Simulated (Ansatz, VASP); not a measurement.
AlAu2: VASP beside Ansatz

File INCAR:

```
SYSTEM = AlAu2
  PREC = Accurate
  ENCUT = 520
  EDIFF = 1E-7
  ISMEAR = -1
  SIGMA = 0.05
  LREAL = .FALSE.
  LASPH = .TRUE.
  NELM = 100
  ALGO = Normal
  ISIF = 2
  LWAVE = .FALSE.
  LCHARG = .FALSE.
  GGA = PS
  NBANDS = 20
```

Contents of KPOINTS:

```
Automatic mesh
0
G
  11 11 11
  0 0 0
```

File POSCAR:

```
AlAu2
1.0
   -1.6489236723      1.6489236723      4.3396209891
    1.6489236723     -1.6489236723      4.3396209891
    1.6489236723      1.6489236723     -4.3396209891
Au Al
2 1
Direct
    0.3437272000      0.3437272000      0.0000000000
    0.6562728000      0.6562728000      0.0000000000
    0.0000000000      0.0000000000      0.0000000000
```

The input input.yaml:

```yaml
crystal:
  lattice:
    - [-1.6489236723, 1.6489236723, 4.3396209891]
    - [1.6489236723, -1.6489236723, 4.3396209891]
    - [1.6489236723, 1.6489236723, -4.3396209891]
  atoms:
    - { symbol: Au, position: [0.3437272, 0.3437272, 0.0] }
    - { symbol: Au, position: [0.6562728, 0.6562728, 0.0] }
    - { symbol: Al, position: [0.0, 0.0, 0.0] }
hamiltonian:
  xc: pbesol
  pseudopotentials: { kind: paw }
kpoints:
  mp_grid: { grid: [11, 11, 11] }
scf:
  occupations: { method: fermi_dirac, width: 0.05 }
output:
  forces: true
  stress: true
  eigenvalues: true
  write_density: true
  write_potential: true
  elf: true
  volumetric_format: npy
```

Change from the starting cell: volume scaled by 0.96.

Alike in both runs: task single point; functional PBEsol; k mesh 11 × 11 × 11; occupations fermi-dirac, width 0.05 eV; no spin polarisation.

|  | VASP | Ansatz |
| --- | --- | --- |
| version | VASP 6.6.1 | Ansatz 0.2.0 |
| potentials or method | VASP PAW PBE potentials, release 64 (Au, Al) | Ansatz PAW |
| plane-wave cutoff (eV) | 520 | 420 |
| valence electrons in the cell | 25 | 41 |

```tsv
	VASP	Ansatz	Ansatz less VASP
gap on the k mesh at the Fermi level (eV)	none	none	-
pressure (GPa)	4.0	4.3	+0.29
largest component of the traceless stress (GPa)	0.73	0.78	+0.048
rms of the force components (eV/Å)	0.060	0.059	-0.0007
```

Atom by atom the forces differ by 0.001 eV/Å (rms over components). A gap of «none» marks a metal or a gap that the smearing closes. With one functional, cell and mesh, what is left measures potentials, basis and numerics. The two sets of potentials don't hold the same shells in valence.

Caveats: the PAW data sets were made with another functional, which shifts forces and pressure a little (VASP); the PAW data sets come from PBE, with cores solved anew for the run's functional, which leaves a small shift of forces and pressure (Ansatz). The runs have no spin-orbit coupling, so splittings on Au are missing.
